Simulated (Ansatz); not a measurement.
# Zr (P6_3/mmc) in Ansatz: notebook

The runs below take Zr through relaxation of cell and atoms, with PBE, BLYP, r2SCAN+D3(BJ).

Program: Ansatz 0.2.0. These are calculated values, not measurements. Logs are shortened: lines on timing, memory, paths and dates and some standing lists are left out, and cuts for length are marked.

## (1) The crystal as given

The structure is hexagonal, space group P6_3/mmc (No. 194). The conventional cell has a = 3.232 Å, b = 3.232 Å, c = 5.147 Å, α = 90.00°, β = 90.00°, γ = 120.00°. Zr (site symmetry -6m2) is surrounded by 12 Zr at 3.18 to 3.23 Å.

## (2) Relaxation of cell and atoms, PBE

File input.yaml:

```yaml
crystal:
  lattice:
    - [3.232, 0.0, 0.0]
    - [-1.616, 2.798994105, 0.0]
    - [0.0, 0.0, 5.147]
  atoms:
    - { symbol: Zr, position: [0.6666666667, 0.3333333333, 0.75] }
    - { symbol: Zr, position: [0.3333333333, 0.6666666667, 0.25] }
hamiltonian:
  xc: pbe
  pseudopotentials: { kind: paw }
kpoints:
  mp_grid: { grid: [9, 9, 5] }
scf:
  occupations: { method: fermi_dirac, width: 0.05 }
output:
  forces: true
  stress: true
relax:
  f_tol: 0.01
  max_steps: 40
  cell: { stress_tol: 0.05 }
```

Potentials or basis: Ansatz PAW.

The run is started by

```console
$ ansatz run input.yaml --threads 2 --pin off --max-ram 5120MiB --backend cpu --events-out ev --progress --plain --runs-dir out
```

Log:

```text
Warning: RAYON_NUM_THREADS=2 ignored (pool sized by the plan → 2); use --threads N
Engine: ansatz 0.2.0, aarch64-unknown-linux-gnu
Pseudopotentials: kind: paw
Pseudopotential: Zr, paw, valence charge 12, recommended cutoff 420 eV (normal), Zr.paw.azcp
Functional definition: PBE
  parameter kappa = 0.804
  parameter beta = 0.06672455060314922
  exchange = pbe_x(kappa = kappa, mu = beta*pi^2/3)
  correlation = pbe_c(beta = beta)
Crystal: 2 atoms, lattice volume = 46.562 Å³
Basis set: ecut = 420 eV, 929 PW (Γ), exchange–correlation on 48×48×72 points (8 copies of the dense FFT grid, shifted against one another)
Bands: 16, of which v1, the nominal top of the filled ones, is band 12 counted from 1 (11 counted from 0)
Symmetry: 24 space group operations
Space group: P63/mmc (ITA 194), of the structure as read, at distance tolerance 3.6e-5 Å
k-points: 36 of 405
Non-local potential: Zr, projectors of the file, l = 0: 3, l = 1: 2, l = 2: 2, l = 3: 2
PAW form: soft (Blöchl's): semilocal exchange-correlation on the pseudo side does not see the compensation charge
PAW one-centre angular grid: Zr, 590 points (default); XC on 64 Gauss nodes
Initial density: superposition of atomic densities (neutral atoms: chi_scale 0, normalization atom), corrected by the library's trained network
Initial wavefunctions: pseudopotential atomic-orbital guess
Functional: x = pbe(κ = 0.804, μ = 0.2195149727645171), c = pbe(β = 0.06672455060314922)
SCF iter   1: F=—  HF=-8367.684477 eV  |F-HF|=—  |Δ(HF+E_count)|=         —  Δρ=3.06e-3  dr2=1.84e-3  ethr=1.77e-3  ⟨swp⟩=4.9  Hψ=2458  notcnv=0
preconditioner: auto → Kerker (q_TF=auto, 2.443 Å⁻¹)  [metal: Δε(μ)=0.048 eV  Ē_g=3.146 eV  σ=0.050 eV  W_gap=0.23  n_scr=10 (ndim 8)  ℏωp=15.4 eV  f_vac=0.000  D(μ)=2.00/eV (n_scr^D=22)]
SCF iter   2: F=—  HF=-8367.683818 eV  |F-HF|=—  |Δ(HF+E_count)|=   6.59e-4  Δρ=1.85e-3  dr2=7.23e-4  ethr=7.67e-6  ⟨swp⟩=2.8  Hψ=1269  notcnv=0
SCF iter   3: F=—  HF=-8367.684145 eV  |F-HF|=—  |Δ(HF+E_count)|=   3.27e-4  Δρ=2.95e-4  dr2=2.81e-5  ethr=3.01e-6  ⟨swp⟩=2.9  Hψ=1002  notcnv=0
SCF iter   4: F=—  HF=-8367.684134 eV  |F-HF|=—  |Δ(HF+E_count)|=   1.06e-5  Δρ=1.09e-4  dr2=4.30e-6  ethr=1.17e-7  ⟨swp⟩=2.6  Hψ=950  notcnv=0
iter 5 did not close the SCF: its close was put off for the readings that it lacked (scf_convergence_deferred on its scf_iter line)
SCF iter   5: F=-8367.684134 eV  HF=-8367.684134 eV  |F-HF|=5.09e-9  |Δ(HF+E_count)|=   4.09e-7  Δρ=1.39e-5  dr2=5.73e-8  ethr=1.79e-8  ⟨swp⟩=2.8  Hψ=1006  notcnv=0
SCF iter   6: F=-8367.684134 eV  HF=-8367.684134 eV  |F-HF|=1.15e-9  |Δ(HF+E_count)|=   1.49e-8  Δρ=3.03e-6  dr2=3.08e-9  ethr=2.39e-10  ⟨swp⟩=2.0  Hψ=1820  notcnv=0
SCF 1 converged in 6 iterations: F = -8367.684134 eV  dr2 = 3.08e-9
relax step   1: F+E_penalty+E_count = -8367.68413405 eV  Δ(F+E_penalty+E_count) = +0.000e0 eV  max|allowed force component| = 1.850e-17 eV/Å  Δτ_max = 0.0000 Å  P = +0.477 GPa  Ω = 46.562 Å³  (6 SCF iters, dr2 threshold 1.00e-7 eV, accepted)
Crystal: 2 atoms, lattice volume = 47.060 Å³
Basis set: ecut = 420 eV, 941 PW (Γ), exchange–correlation on 48×48×72 points (8 copies of the dense FFT grid, shifted against one another)
[... 20 lines left out ...]
SCF iter   1: F=—  HF=-8367.685133 eV  |F-HF|=—  |Δ(HF+E_count)|=         —  Δρ=1.76e-5  dr2=6.31e-8  ethr=2.46e-10  ⟨swp⟩=3.0  Hψ=3893  notcnv=0
SCF iter   2: F=—  HF=-8367.685132 eV  |F-HF|=—  |Δ(HF+E_count)|=   8.08e-7  Δρ=1.05e-5  dr2=2.45e-8  ethr=2.46e-10  ⟨swp⟩=1.0  Hψ=576  notcnv=0
SCF iter   3: F=-8367.685132 eV  HF=-8367.685132 eV  |F-HF|=1.27e-11  |Δ(HF+E_count)|=   4.17e-9  Δρ=8.48e-7  dr2=1.94e-10  ethr=2.96e-11  ⟨swp⟩=3.0  Hψ=2074  notcnv=0
SCF 4 converged in 3 iterations: F = -8367.685132 eV  dr2 = 1.94e-10
relax step   4: F+E_penalty+E_count = -8367.68513204 eV  Δ(F+E_penalty+E_count) = -6.509e-6 eV  max|allowed force component| = 2.348e-16 eV/Å  Δτ_max = 0.0000 Å  P = -0.002 GPa  Ω = 46.776 Å³  energy of the carried Pulay correction = -2.574e-5 eV  (3 SCF iters, dr2 threshold 7.09e-9 eV, accepted)
Initial wavefunctions: pseudopotential atomic-orbital guess (no wavefunctions were taken with the density)
iter 1 solved again at ethr=6.90e-8 eV; its pass at ethr=3.10e-3 eV (dr2=1.66e-5 eV) is discarded
SCF iter   1: F=—  HF=-8367.685162 eV  |F-HF|=—  |Δ(HF+E_count)|=         —  Δρ=1.44e-5  dr2=6.14e-9  ethr=6.90e-8  ⟨swp⟩=3.7  Hψ=4307  notcnv=0
SCF iter   2: F=—  HF=-8367.685161 eV  |F-HF|=—  |Δ(HF+E_count)|=   1.30e-6  Δρ=7.41e-6  dr2=1.64e-9  ethr=2.56e-11  ⟨swp⟩=2.1  Hψ=963  notcnv=0
SCF iter   3: F=-8367.685161 eV  HF=-8367.685161 eV  |F-HF|=7.28e-12  |Δ(HF+E_count)|=   4.32e-8  Δρ=2.11e-7  dr2=9.10e-12  ethr=1.00e-12  ⟨swp⟩=4.4  Hψ=3019  notcnv=0
SCF 5 converged in 3 iterations: F = -8367.685161 eV  dr2 = 9.10e-12
relax step   5: F+E_penalty+E_count = -8367.68516076 eV  Δ(F+E_penalty+E_count) = -2.872e-5 eV  max|allowed force component| = 2.463e-16 eV/Å  Δτ_max = 0.0000 Å  P = -0.002 GPa  Ω = 46.776 Å³  stress off target by 7.51e-3 GPa  SCF on the basis re-selected at this cell (its energy is not comparable with the rows above)  (3 SCF iters)
basis re-selected at this cell: Δ(F+E_penalty+E_count) = -2.872e-5 eV, ΔP = +0.000 GPa vs the last step (what re-selecting the basis moved, of the pressure what is left beyond the Pulay correction that the steps carried, after the strain that the cell walked since its last selection, with what the two solves' SCF thresholds leave and, on support functions, any second-order correction that the steps lacked; it is no measure of the basis error at this ecutwfc). This SCF's stress stands 7.51e-3 GPa from its target on what of the cell is left free (relax.cell.stress_tol is 5.00e-2 GPa) and its largest allowed force component is 2.46e-16 eV/Å (relax.f_tol is 1.00e-2 eV/Å): within both
SCF converged after 3 iterations
Free energy (F): -8367.685161 eV
Harris-Foulkes:  -8367.685161 eV  (|F-HF|=7.28e-12)
Internal energy: -8367.669442 eV  (E = F + TS)
E sigma→0 (E₀):  -8367.677301 eV
Entropy (-TS):   -0.015719 eV (-7.860 meV/atom)
Fermi energy:    13.935115 eV
--- Per-component energies (eV) ---
  E_band       = -195.565381
  E_kinetic    = 664.969731
  E_local      = -1257.859224  (includes V_loc(G=0)·N_el)
  E_nonlocal   = 161.009085
  E_hartree    = 389.303456
  E_xc         = -322.826793
  E_vxc        = -381.194340  (∫ρ·V_xc dr)
  E_paw        = -5908.223572  (= ΣΔE_a)
  E_vpaw       = -161.097541  (= ΣTr[D̂ρ^β])
  E_aug_tail   = 0.000049  (compensation charges beyond the density's cutoff)
  E_ewald      = -2094.042174
  E_smearing   = -0.015719  (= −TS)
  E_closure    = 0.000000  (closes the sum)
  Σ components = -8367.685161   (vs F -8367.685161, Δ=0.00e0)
--- Forces (eV/Å), atoms counted from 1 ---
  atom   1  Zr    -0.00000000    -0.00000000     0.00000000
  atom   2  Zr     0.00000000     0.00000000    -0.00000000
  max |Σ_I F_I| component: 1.16e-17 eV/Å
--- Stress (GPa, compression-positive) ---
       -0.006809      -0.000000       0.000000
       -0.000000      -0.006809       0.000000
        0.000000       0.000000       0.007509
  P = ⅓ Tr σ = -0.0020 GPa (-0.020 kbar)
--- Relaxed structure (4 steps of the walk, 4 accepted, 1 SCFs on fresh bases) ---
  F+E_penalty+E_count = -8367.68516076 eV   max|allowed force component| = 2.463e-16 eV/Å   (the final SCF, on the basis selected at the relaxed cell)
  cell:  # Å, volume = 46.7759 Å³
    - [3.228148919616747, -4.613934255951601e-34, 2.0185962369788253e-34]
    - [-1.6140744598083736, 2.7956589715873927, -3.5066632916427495e-34]
    - [3.2146394900334523e-34, -4.592342128619217e-34, 5.183041237329914]
  atoms:
    - { symbol: Zr, position: [0.6666666666666666, 0.3333333333333333, 0.7500000000000001] }
    - { symbol: Zr, position: [0.3333333333333333, 0.6666666666666666, 0.25000000000000006] }
```

Wall time 3 s (2 threads of Arm Neoverse V1, shared host); peak memory 0.32 GiB.

What came out:

| Quantity | Value |
| --- | --- |
| Free energy | -8367.6852 eV |
| Relaxed volume | 23.39 Å³/atom |
| Relaxed cell | a = 3.228 Å, b = 3.228 Å, c = 5.183 Å, α = 90.00°, β = 90.00°, γ = 120.00° |
| Space group after relaxing (to 0.05 Å) | P6_3/mmc (No. 194) |
| Energy gained by relaxing | 0.5 meV/atom |
| Ionic steps | 5 |
| Pressure after relaxing | 0.0 GPa |

Step by step:
```
step  energy change (eV)  largest force (eV/Å)  volume (Å³)
   1              0.0000                0.0000        46.56
   2             -0.0004                0.0000        47.06
   3             -0.0010                0.0000        46.79
   4             -0.0010                0.0000        46.78
   5             -0.0010                0.0000        46.78
```

Final structure:
```
Zr
1.0
     3.22815    0.00000    0.00000
    -1.61407    2.79566    0.00000
     0.00000    0.00000    5.18304
Zr
2
Direct
  0.66667 0.33333 0.75000
  0.33333 0.66667 0.25000
```

Caveat: the plane-wave basis is chosen anew once the cell has moved, so the energies of steps on either side of that aren't comparable.

## (3) Relaxation of cell and atoms, BLYP

input.yaml: that of step 2 with these lines changed.

```diff
@@ -9,3 +9,3 @@
 hamiltonian:
-  xc: pbe
+  xc: blyp
   pseudopotentials: { kind: paw }
@@ -18,2 +18,6 @@
   stress: true
+  write_density: true
+  write_potential: true
+  elf: true
+  volumetric_format: npy
 relax:
```

Potentials or basis: Ansatz PAW.

The run is started by

```console
$ ansatz run input.yaml --threads 2 --pin off --max-ram 5120MiB --backend cpu --events-out ev --progress --plain --runs-dir out
```

Log:

```text
Warning: RAYON_NUM_THREADS=2 ignored (pool sized by the plan → 2); use --threads N
[... 3 set-up lines as earlier in the session ...]
Functional definition: BLYP
  parameter beta = 0.0042
  parameter a = 0.04918
  parameter b = 0.132
  parameter c = 0.2533
  parameter d = 0.349
  exchange = b88_x(beta = beta)
  correlation = lyp_c(a = a, b = b, c = c, d = d)
Crystal: 2 atoms, lattice volume = 46.562 Å³
Basis set: ecut = 420 eV, 929 PW (Γ), exchange–correlation on 48×48×72 points (8 copies of the dense FFT grid, shifted against one another)
Bands: 16, of which v1, the nominal top of the filled ones, is band 12 counted from 1 (11 counted from 0)
[... 2 set-up lines as earlier in the session ...]
k-points: 36 of 405
[... 2 set-up lines as earlier in the session ...]
PAW frozen core: Zr, regenerated for the run's functional, and the local potential with it (the file was generated under x = pbe(κ = 0.804, μ = 0.2195149727645171), c = pbe(β = 0.06672455060314922))
[... 3 set-up lines as earlier in the session ...]
Functional: x = b88, c = lyp
[... 92 lines left out ...]
  E_kinetic    = 664.832100
  E_local      = -1293.677449  (includes V_loc(G=0)·N_el)
  E_nonlocal   = 161.791692
  E_hartree    = 401.641925
  E_xc         = -316.906237
  E_vxc        = -373.399987  (∫ρ·V_xc dr)
  E_paw        = -5939.473111  (= ΣΔE_a)
  E_vpaw       = -160.921600  (= ΣTr[D̂ρ^β])
  E_aug_tail   = 0.000053  (compensation charges beyond the density's cutoff)
  E_ewald      = -2071.356392
  E_core_change = 0.161795  (= ΣΔE_core)
  E_smearing   = -0.017083  (= −TS)
  E_closure    = 0.000000  (closes the sum)
  Σ components = -8393.002707   (vs F -8393.002707, Δ=0.00e0)
--- Forces (eV/Å), atoms counted from 1 ---
  atom   1  Zr    -0.00000000     0.00000000    -0.00000000
  atom   2  Zr     0.00000000    -0.00000000     0.00000000
  max |Σ_I F_I| component: 2.78e-17 eV/Å
--- Stress (GPa, compression-positive) ---
       -0.010088       0.000000      -0.000000
        0.000000      -0.010088       0.000000
       -0.000000       0.000000       0.002663
  P = ⅓ Tr σ = -0.0058 GPa (-0.058 kbar)
--- Band table (eV; the first three rows and the last of 36) ---
  k-point 0: bands = ["-35.0779", "-34.9504", "-13.5289", "-12.7617", "-12.7617", "-12.6575", "-12.6412", "-12.6412", "8.4424", "10.9892", "14.7106", "14.7106", "14.7640", "15.0625", "15.3353", "15.3353"]
  k-point 1: bands = ["-35.0659", "-34.9627", "-13.4502", "-12.7503", "-12.7503", "-12.7457", "-12.6528", "-12.6528", "8.7552", "10.9403", "14.5162", "14.5402", "14.5917", "14.5917", "15.1315", "15.1315"]
  k-point 2: bands = ["-35.0343", "-34.9949", "-13.2400", "-12.9712", "-12.7203", "-12.7203", "-12.6831", "-12.6831", "9.5815", "10.5113", "13.9048", "14.0729", "14.5545", "14.5545", "14.7685", "14.7685"]
  k-point 35: bands = ["-34.9311", "-34.9311", "-13.3144", "-13.3144", "-13.1699", "-13.0858", "-12.8095", "-12.8095", "12.5441", "12.5441", "12.5648", "12.8627", "13.8804", "13.8804", "15.6047", "16.1899"]
--- Relaxed structure (5 steps of the walk, 4 accepted, 1 SCFs on fresh bases) ---
  F+E_penalty+E_count = -8393.00270738 eV   max|allowed force component| = 7.633e-17 eV/Å   (the final SCF, on the basis selected at the relaxed cell)
  cell:  # Å, volume = 48.3298 Å³
    - [3.263312593193182, -2.3069671279758022e-34, -6.956947745302025e-34]
    - [-1.631656296596591, 2.826111606194969, 1.449364669463926e-34]
    - [-1.1079025385293864e-33, -3.7312779795031145e-34, 5.240435638833076]
  atoms:
    - { symbol: Zr, position: [0.6666666666666666, 0.3333333333333333, 0.75] }
    - { symbol: Zr, position: [0.3333333333333333, 0.6666666666666666, 0.25] }
```

rho_z.tsv:

```text
# z_ang	rho[e/angstrom^3]
# format = ansatz-planar-average/11
# lattice	3.263312593	-0.000000000	-0.000000000
# lattice	-1.631656297	2.826111606	0.000000000
# lattice	-0.000000000	-0.000000000	5.240435639
# sites	2
# site	40	1.631656297	0.942037202	3.930326729
# site	40	-0.000000000	1.884074404	1.310108910
0.000000	1.593197e-1
0.145568	1.659411e-1
0.291135	1.900675e-1
0.436703	2.461405e-1
0.582271	3.524868e-1
0.727838	5.116007e-1
[... 28 lines left out ...]
4.949300	1.900675e-1
5.094868	1.659411e-1
```

It took 5 s on 2 threads of Arm Neoverse V1, shared host; peak memory 0.33 GiB.

Results:

```yaml
Free_energy: -8393.0027 eV
Relaxed_volume: 24.16 Å³/atom
Relaxed_cell: a = 3.263 Å, b = 3.263 Å, c = 5.240 Å, α = 90.00°, β = 90.00°, γ = 120.00°
Space_group_after_relaxing_to_0.05_Å: P6_3/mmc (No. 194)
Energy_gained_by_relaxing: 10.0 meV/atom
Ionic_steps: 5
Pressure_after_relaxing: 0.0 GPa
Band_gap_on_the_k_mesh: none (metal or under the smearing width)
```

Step by step:
```tsv
step	energy change (eV)	largest force (eV/Å)	volume (Å³)
1	0.0000	0.0000	46.56
2	-0.0197	0.0000	48.29
3	-0.0197	0.0000	48.33
4	-0.0197	0.0000	48.33
5	-0.0200	0.0000	48.33
```

Final structure:
```xyz
2
Lattice="3.2633 0.0000 0.0000 -1.6317 2.8261 0.0000 0.0000 0.0000 5.2404" Properties=species:S:1:pos:R:3 pbc="T T T"
Zr    1.6317    0.9420    3.9303
Zr    0.0000    1.8841    1.3101
```

Caveat: the plane-wave basis is chosen anew once the cell has moved, so the energies of steps on either side of that aren't comparable; the PAW data sets come from PBE, with cores solved anew for the run's functional, which leaves a small shift of forces and pressure. Zero-point motion and thermal expansion aren't in these numbers.

## (4) Relaxation of cell and atoms, r2SCAN+D3(BJ)

input.yaml: that of step 3 with these lines changed.

```diff
@@ -9,4 +9,5 @@
 hamiltonian:
-  xc: blyp
+  xc: r2scan
   pseudopotentials: { kind: paw }
+  dispersion: d3bj
 kpoints:
@@ -18,6 +19,2 @@
   stress: true
-  write_density: true
-  write_potential: true
-  elf: true
-  volumetric_format: npy
 relax:
```

Potentials or basis: Ansatz PAW.

The run is started by

```console
$ ansatz run input.yaml --threads 2 --pin off --max-ram 5120MiB --backend cpu --events-out ev --progress --plain --runs-dir out
```

Log:

```text
Warning: the engine holds no damping parameters fitted to this dispersion correction and functional, so the run takes those fitted to r2scan beside the three-body term, which d3bj leaves out (hamiltonian.dispersion, under Limitations)
Warning: RAYON_NUM_THREADS=2 ignored (pool sized by the plan → 2); use --threads N
[... 2 set-up lines as earlier in the session ...]
Pseudopotential: Zr, paw, valence charge 12, recommended cutoff 500 eV (meta_gga), Zr.paw.azcp
Functional definition: r2SCAN
  parameter k0 = 0.174
  parameter k1 = 0.065
  parameter a1 = 4.9479
  exchange = r2scan_x(k0 = k0, k1 = k1, a1 = a1)
  correlation = r2scan_c
Crystal: 2 atoms, lattice volume = 46.562 Å³
Basis set: ecut = 500 eV, 1165 PW (Γ), exchange–correlation on 96×96×160 points (64 copies of the dense FFT grid, shifted against one another)
Bands: 16, of which v1, the nominal top of the filled ones, is band 12 counted from 1 (11 counted from 0)
[... 2 set-up lines as earlier in the session ...]
k-points: 36 of 405
[... 2 set-up lines as earlier in the session ...]
PAW frozen core: Zr, regenerated for the run's functional (the file was generated under x = pbe(κ = 0.804, μ = 0.2195149727645171), c = pbe(β = 0.06672455060314922))
[... 67 lines left out ...]
  E_vtau       = 24.833067  (kinetic-family band-sum trace: ∫τ·v_τ [+ j·A + Jᵃ·Aᵃ] dr)
  E_ewald      = -2103.485769
  E_disp       = -0.506545  (pairwise vdW)
  E_core_change = -0.329483  (= ΣΔE_core)
  E_smearing   = -0.011702  (= −TS)
  E_closure    = 0.000000  (closes the sum)
  Σ components = -8390.560118   (vs F -8390.560118, Δ=0.00e0)
--- Forces (eV/Å), atoms counted from 1 ---
  atom   1  Zr     0.00000000    -0.00000000     0.00000000
  atom   2  Zr     0.00000000     0.00000000    -0.00000000
  max |Σ_I F_I| component: 2.78e-17 eV/Å
--- Stress (GPa, compression-positive) ---
       -0.025197      -0.000000      -0.000000
       -0.000000      -0.025197       0.000000
       -0.000000       0.000000       0.024591
  P = ⅓ Tr σ = -0.0086 GPa (-0.086 kbar)
--- Relaxed structure (3 steps of the walk, 2 accepted, 1 SCFs on fresh bases) ---
  F+E_penalty+E_count = -8390.56011811 eV   max|allowed force component| = 1.006e-16 eV/Å   (the final SCF, on the basis selected at the relaxed cell)
  cell:  # Å, volume = 46.1437 Å³
    - [3.220200121839898, 0.0, 2.3069671279758005e-34]
    - [-1.610100060919949, 2.7887751107830963, 8.444085745347693e-35]
    - [3.673873702895374e-34, 3.673873702895374e-34, 5.138259574557252]
  atoms:
    - { symbol: Zr, position: [0.6666666666666666, 0.3333333333333333, 0.7500000000000001] }
    - { symbol: Zr, position: [0.3333333333333333, 0.6666666666666666, 0.25] }
```

Run time: 7.2 s. Hardware: 2 threads of Arm Neoverse V1, shared host; peak memory 0.43 GiB.

Results:

```
Free energy                            : -8390.5601 eV
Relaxed volume                         : 23.07 Å³/atom
Relaxed cell                           : a = 3.220 Å, b = 3.220 Å, c = 5.138 Å, α = 90.00°, β = 90.00°, γ = 120.00°
Space group after relaxing (to 0.05 Å) : P6_3/mmc (No. 194)
Energy gained by relaxing              : 0.6 meV/atom
Ionic steps                            : 3
Pressure after relaxing                : 0.0 GPa
```

Step by step:
```tsv
step	energy change (eV)	largest force (eV/Å)	volume (Å³)
1	0.0000	0.0000	46.56
2	-0.0014	0.0000	46.14
3	-0.0012	0.0000	46.14
```

Final structure:
```xyz
2
Lattice="3.2202 0.0000 0.0000 -1.6101 2.7888 0.0000 0.0000 0.0000 5.1383" Properties=species:S:1:pos:R:3 pbc="T T T"
Zr    1.6101    0.9296    3.8537
Zr    0.0000    1.8592    1.2846
```

Caveat: the plane-wave basis is chosen anew once the cell has moved, so the energies of steps on either side of that aren't comparable; the PAW data sets come from PBE, with cores solved anew for the run's functional, which leaves a small shift of forces and pressure; the dispersion damping was fitted for another functional or another form of the correction.

## (5) The runs side by side

```csv
level,cutoff (eV),pressure (GPa),relaxed volume (Å³/atom)
PBE,420,0.0,23.39
BLYP,420,0.0,24.16
r2SCAN+D3(BJ),500,0.0,23.07
```

Alike in all rows: task relaxation of cell and atoms; potentials or basis Ansatz PAW; no spin polarisation; cell relaxed; k mesh 9 × 9 × 5; smearing fermi-dirac 0.05 eV.

Caveats: the plane-wave basis is chosen anew once the cell has moved, so the energies of steps on either side of that aren't comparable; the PAW data sets come from PBE, with cores solved anew for the run's functional, which leaves a small shift of forces and pressure (some runs); the dispersion damping was fitted for another functional or another form of the correction (some runs).

Absolute energies hang on the potentials; compare differences alone.
